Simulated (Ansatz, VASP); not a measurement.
La in VASP and in Ansatz

```
La
1.0
    -1.81834    1.81834    1.81834
     1.81834   -1.81834    1.81834
     1.81834    1.81834   -1.81834
La
1
Direct
  0.00000 0.00000 0.00000
```

Alike in both runs: functional PBEsol; k mesh 15 × 15 × 15; occupations fermi-dirac, width 0.08 eV; no spin polarisation.

Ansatz relaxed the structure, and its values are those at the end. VASP's run is a single point on that final structure, the one shown.

|  | VASP | Ansatz |
| --- | --- | --- |
| version | VASP 6.6.1 | Ansatz 0.2.0 |
| potentials or method | VASP PAW PBE potentials, release 64 (La), cutoff 520 eV | all-electron LAPW, scalar-relativistic |

```csv
,VASP,Ansatz,Ansatz less VASP
pressure (GPa),17.2,17.0,-0.18
```

Ansatz ran all-electron here, so the differences hold the error of VASP's frozen core and of both bases.

Caveats: so large a pressure means that the cell lies far from this level's equilibrium, or that cutoff or potentials fall short (VASP); the potentials were made for another functional, which shifts forces and pressure (VASP). The runs have no spin-orbit coupling, so splittings on La are missing.
